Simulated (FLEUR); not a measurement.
# CdS (Greenockite) (P6_3mc) in FLEUR: settings compared

Aim: see how the results for CdS (Greenockite) move with the level of theory and the settings. Levels: PBE, LDA. Tasks: band structure.

All numbers are computed with FLEUR MaX-R8.1 (later development tree); they aren't measurements. Logs are shortened: lines on timing, memory, paths and dates and some standing lists are left out, and cuts for length are marked.

**Measured values to compare with.**

From “Isotope dependence of band-gap energy”, 2008, arxiv:0807.2152, for a bulk crystal of CdS: band gap 2.5809 ± 0.0002 eV.

The runs below are set against these values where they give the same quantity.

### Step 1. The crystal as given

The structure is hexagonal, space group P6_3mc (No. 186). Conventional cell: a = 4.150 Å, b = 4.150 Å, c = 6.737 Å, α = 90.00°, β = 90.00°, γ = 120.00°. Cd (site symmetry 3m) is surrounded by 4 S at 2.53 to 2.54 Å. Around S (site symmetry 3m) lie 4 Cd at 2.53 to 2.54 Å.

### Step 2. Band structure, PBE

File inp.xml:

```xml
<?xml version="1.0" encoding="UTF-8" standalone="no"?>
<fleurInput fleurInputVersion="0.39">
   <comment>
      CdS                                                                                                 
   </comment>
   <calculationSetup>
      <cutoffs Kmax="4.37" Gmax="13.5" GmaxXC="13.5" numbands="0"/>
      <scfLoop itmax="60" minDistance="0.00001" maxIterBroyd="15" imix="Anderson" alpha="0.05" precondParam="0.0" spinf="2.0" sdNocoIR="T"/>
      <coreElectrons ctail="T" frcor="F" kcrel="0" coretail_lmax="0"/>
      <xcFunctional name="pbe" relativisticCorrections="F"/>
      <magnetism jspins="1"/>
      <soc l_soc="F" theta="0.0" phi="0.0" spav="F"/>
      <expertModes spex="0" secvar="F"/>
      <geometryOptimization l_f="F" forcealpha="1.0" forcemix="BFGS" epsdisp="0.00001" epsforce="0.00001"/>
      <ldaU l_linMix="F" mixParam="0.05" spinf="1.0"/>
   </calculationSetup>
   <cell>
      <bzIntegration valenceElectrons="52.0" mode="hist" fermiSmearingEnergy="0.00183747">
         <kPointListSelection listName="default-1"/>
         <!-- k-points included here -->
         <xi:include xmlns:xi="http://www.w3.org/2001/XInclude" href="kpts.xml"> </xi:include>
      </bzIntegration>
      <!-- symmetry operations included here -->
      <xi:include xmlns:xi="http://www.w3.org/2001/XInclude" href="sym.xml"> </xi:include>
[... 33 lines left out ...]
         <lo type="SCLO" l="0" n="3" eDeriv="2"/>
         <lo type="SCLO" l="1" n="3" eDeriv="2"/>
         <lo type="SCLO" l="2" n="3" eDeriv="2"/>
         <lo type="SCLO" l="3" n="4" eDeriv="2"/>
      </species>
   </atomSpecies>
   <atomGroups>
      <atomGroup species="Cadmium (Cd)">
         <relPos label="                   1">-1.000/3.000 1.000/3.000 1.000/2.000</relPos>
         <relPos label="                   2">1.000/3.000 -1.000/3.000 .0000000000</relPos>
         <force calculate="T" relaxXYZ="TTT"/>
      </atomGroup>
      <atomGroup species="Sulfur (S)">
         <relPos label="                   3">-1.000/3.000 1.000/3.000 -1.000/8.000</relPos>
         <relPos label="                   4">1.000/3.000 -1.000/3.000 3.000/8.000</relPos>
         <force calculate="T" relaxXYZ="TTT"/>
      </atomGroup>
   </atomGroups>
   <output dos="F" band="F" slice="F">
      <checks vchk="F" cdinf="F"/>
      <bandDOS minEnergy="-.5*Htr" maxEnergy="0.5*Htr" sigma="0.015" storeEVData="T"/>
      <vacuumDOS vacdos="F" integ="F" star="F" nstars="0" locx1="0.0" locy1="0.0" locx2="0.0" locy2="0.0" nstm="0" tworkf="0.0"/>
      <unfoldingBand unfoldBand="F" supercellX="1" supercellY="1" supercellZ="1"/>
      <plotting iplot="0" polar="F">
         <plot TwoD="T" vec1="  1.0  0.0  0.0" vec2="  0.0  1.0  0.0" vec3="  0.0  0.0  1.0" zero="  0.0  0.0  0.0" file="plot"/>
      </plotting>
      <chargeDensitySlicing numkpt="0" minEigenval="0.0" maxEigenval="0.0" nnne="0" pallst="F"/>
      <specialOutput eonly="F"/>
      <moessbauerParams electricFieldGradient="T" isomerShift="T" coreHyperfine="T" valenceHyperfine="T"/>
      <magneticCircularDichroism mcd="F" energyLo="-10.0" energyUp="0.0"/>
   </output>
  <!-- We include the file relax.xml here to enable relaxations (see documentation) -->
  <xi:include xmlns:xi="http://www.w3.org/2001/XInclude" href="relax.xml"> <xi:fallback/> </xi:include>
</fleurInput>
```

File crystal.txt:

```
CdS
&input cartesian=F /
4.1500000000  0.0000000000  0.0000000000
-2.0750000000  3.5940054257  0.0000000000
0.0000000000  0.0000000000  6.7370000000
1.8897261246
1.0 1.0 1.0

4
48 0.6666666667  0.3333333333  0.5000000000
48 0.3333333333  0.6666666667  0.0000000000
16 0.6666666667  0.3333333333  0.8750000000
16 0.3333333333  0.6666666667  0.3750000000

&kpt div1=7 div2=7 div3=4 gamma=T /
```

File inp.xml (bands):

```
<?xml version="1.0" encoding="UTF-8" standalone="no"?>
<fleurInput fleurInputVersion="0.39">
   <comment>
      CdS                                                                                                 
   </comment>
   <calculationSetup>
      <cutoffs Kmax="4.37" Gmax="13.5" GmaxXC="13.5" numbands="0"/>
      <scfLoop itmax="60" minDistance="0.00001" maxIterBroyd="15" imix="Anderson" alpha="0.05" precondParam="0.0" spinf="2.0" sdNocoIR="T"/>
      <coreElectrons ctail="T" frcor="F" kcrel="0" coretail_lmax="0"/>
      <xcFunctional name="pbe" relativisticCorrections="F"/>
      <magnetism jspins="1"/>
      <soc l_soc="F" theta="0.0" phi="0.0" spav="F"/>
      <expertModes spex="0" secvar="F"/>
      <geometryOptimization l_f="F" forcealpha="1.0" forcemix="BFGS" epsdisp="0.00001" epsforce="0.00001"/>
      <ldaU l_linMix="F" mixParam="0.05" spinf="1.0"/>
   </calculationSetup>
   <cell>
      <bzIntegration valenceElectrons="52.0" mode="hist" fermiSmearingEnergy="0.00183747">
         <kPointListSelection listName="path-1"/>
         <!-- k-points included here -->
         <xi:include xmlns:xi="http://www.w3.org/2001/XInclude" href="kpts.xml"> </xi:include>
      </bzIntegration>
      <!-- symmetry operations included here -->
      <xi:include xmlns:xi="http://www.w3.org/2001/XInclude" href="sym.xml"> </xi:include>
[... 33 lines left out ...]
         <lo type="SCLO" l="0" n="3" eDeriv="2"/>
         <lo type="SCLO" l="1" n="3" eDeriv="2"/>
         <lo type="SCLO" l="2" n="3" eDeriv="2"/>
         <lo type="SCLO" l="3" n="4" eDeriv="2"/>
      </species>
   </atomSpecies>
   <atomGroups>
      <atomGroup species="Cadmium (Cd)">
         <relPos label="                   1">-1.000/3.000 1.000/3.000 1.000/2.000</relPos>
         <relPos label="                   2">1.000/3.000 -1.000/3.000 .0000000000</relPos>
         <force calculate="T" relaxXYZ="TTT"/>
      </atomGroup>
      <atomGroup species="Sulfur (S)">
         <relPos label="                   3">-1.000/3.000 1.000/3.000 -1.000/8.000</relPos>
         <relPos label="                   4">1.000/3.000 -1.000/3.000 3.000/8.000</relPos>
         <force calculate="T" relaxXYZ="TTT"/>
      </atomGroup>
   </atomGroups>
   <output dos="F" band="T" slice="F">
      <checks vchk="F" cdinf="F"/>
      <bandDOS minEnergy="-.5*Htr" maxEnergy="0.5*Htr" sigma="0.015" storeEVData="T"/>
      <vacuumDOS vacdos="F" integ="F" star="F" nstars="0" locx1="0.0" locy1="0.0" locx2="0.0" locy2="0.0" nstm="0" tworkf="0.0"/>
      <unfoldingBand unfoldBand="F" supercellX="1" supercellY="1" supercellZ="1"/>
      <plotting iplot="0" polar="F">
         <plot TwoD="T" vec1="  1.0  0.0  0.0" vec2="  0.0  1.0  0.0" vec3="  0.0  0.0  1.0" zero="  0.0  0.0  0.0" file="plot"/>
      </plotting>
      <chargeDensitySlicing numkpt="0" minEigenval="0.0" maxEigenval="0.0" nnne="0" pallst="F"/>
      <specialOutput eonly="F"/>
      <moessbauerParams electricFieldGradient="T" isomerShift="T" coreHyperfine="T" valenceHyperfine="T"/>
      <magneticCircularDichroism mcd="F" energyLo="-10.0" energyUp="0.0"/>
   </output>
  <!-- We include the file relax.xml here to enable relaxations (see documentation) -->
  <xi:include xmlns:xi="http://www.w3.org/2001/XInclude" href="relax.xml"> <xi:fallback/> </xi:include>
</fleurInput>
```

Potentials or basis: all-electron, FLAPW.

Run with:

```console
$ inpgen -f crystal.txt -profile fastHighL
$ # inp.xml edited to the form shown
$ fleur_MPI
$ fleur_MPI   # second run, on inp.xml (bands)
```

Log:

```text
Welcome to FLEUR        (www.flapw.de)
      MaX-Release 8.1          (www.max-centre.eu)

 ========== k-point set info ==========
 Selected k-point list: default-1
 k-point list type: mesh
 7 x 7 x 4
 Number of k points: 24

 ------------Calculation Setup---------------------------
 Number of MPI-tasks      :            1
 Number of PE/node        :            1
 Number of OMP-threads    :            1
 Most efficient MPI parallelization for:
           1           2           3           4           6           8          12          24
 Additional eigenvalue parallelization possible
 Number of basis functions:         1129
 Approximate size of matrices (H+S) per k-point:         0.038 GB
 --------------------------------------------------------
 Iteration:     1   Distance:       8.05041390 me/bohr^3
 Iteration:     2   Distance:       7.19413294 me/bohr^3
 Iteration:     3   Distance:       3.70663626 me/bohr^3
 Iteration:     4   Distance:       1.76459913 me/bohr^3
 Iteration:     5   Distance:       1.15416500 me/bohr^3
 Iteration:     6   Distance:       0.28941650 me/bohr^3
 Iteration:     7   Distance:       0.25066135 me/bohr^3
 Iteration:     8   Distance:       0.03185272 me/bohr^3
 Iteration:     9   Distance:       0.02593482 me/bohr^3
 Iteration:    10   Distance:       0.00317136 me/bohr^3
 Iteration:    11   Distance:       0.00060990 me/bohr^3
 Iteration:    12   Distance:       0.00058441 me/bohr^3
 Iteration:    13   Distance:       0.00016960 me/bohr^3
 Iteration:    14   Distance:       0.00005748 me/bohr^3
 Iteration:    15   Distance:       0.00001834 me/bohr^3
 Iteration:    16   Distance:       0.00001706 me/bohr^3
 Iteration:    17   Distance:       0.00000838 me/bohr^3

 ********************************************************************
 Run finished successfully
 Stop message:
   all done
 ********************************************************************
```

Wall time 10 min (1 thread of Arm Neoverse V1, shared host); peak memory 0.13 GiB.

Results:

```
Free energy                                           : -326279.1703 eV
Band gap on the k mesh                                : 1.20 eV, direct
Band gap along the path                               : 1.20 eV, direct
Valence electrons inside the program's atomic spheres : Cd 18.51; S 3.56 (radii Cd 2.53, S 1.9 bohr)
```

Levels at the corners of the path, in eV from the valence-band top:
| point | band 23 | band 24 | band 25 | band 26 | band 27 | band 28 | band 29 | band 30 |
| --- | --- | --- | --- | --- | --- | --- | --- | --- |
| Γ | -0.75 | -0.04 | 0.00 | 0.00 | 1.20 | 2.79 | 6.46 | 6.46 |
| M | -2.61 | -1.84 | -1.28 | -0.72 | 3.70 | 3.89 | 5.11 | 6.37 |
| K | -3.04 | -1.82 | -1.82 | -1.59 | 4.66 | 5.07 | 5.07 | 7.14 |
| Γ | -0.75 | -0.04 | 0.00 | 0.00 | 1.20 | 2.79 | 6.46 | 6.46 |
| A | -0.39 | -0.39 | -0.39 | -0.39 | 2.84 | 2.84 | 6.17 | 6.17 |
| L | -1.32 | -1.32 | -1.31 | -1.31 | 3.48 | 3.48 | 5.39 | 5.39 |
| H | -2.37 | -2.37 | -1.10 | -1.10 | 4.39 | 4.39 | 6.09 | 6.09 |
| A | -0.39 | -0.39 | -0.39 | -0.39 | 2.84 | 2.84 | 6.17 | 6.17 |
| L | -1.32 | -1.32 | -1.31 | -1.31 | 3.48 | 3.48 | 5.39 | 5.39 |
| M | -2.61 | -1.84 | -1.28 | -0.72 | 3.70 | 3.89 | 5.11 | 6.37 |
| K | -3.04 | -1.82 | -1.82 | -1.59 | 4.66 | 5.07 | 5.07 | 7.14 |
| H | -2.37 | -2.37 | -1.10 | -1.10 | 4.39 | 4.39 | 6.09 | 6.09 |

Core levels (eV from the Fermi level):
```
atom                                                                                                                             levels
1 Cd  1s1/2 -26505.3, 2s1/2 -3930.1, 2p1/2 -3658.3, 2p3/2 -3465.8, 3s1/2 -728.8, 3p1/2 -619.9, 3p3/2 -585.5, 3d3/2 -392.9, 3d5/2 -385.9
2 Cd  1s1/2 -26505.3, 2s1/2 -3930.1, 2p1/2 -3658.3, 2p3/2 -3465.8, 3s1/2 -728.8, 3p1/2 -619.9, 3p3/2 -585.5, 3d3/2 -392.9, 3d5/2 -385.9
 3 S                                                                            1s1/2 -2398.3, 2s1/2 -204.4, 2p1/2 -150.1, 2p3/2 -148.8
 4 S                                                                            1s1/2 -2398.3, 2s1/2 -204.4, 2p1/2 -150.1, 2p3/2 -148.8
```

(Part 1 of 2 ends here.)
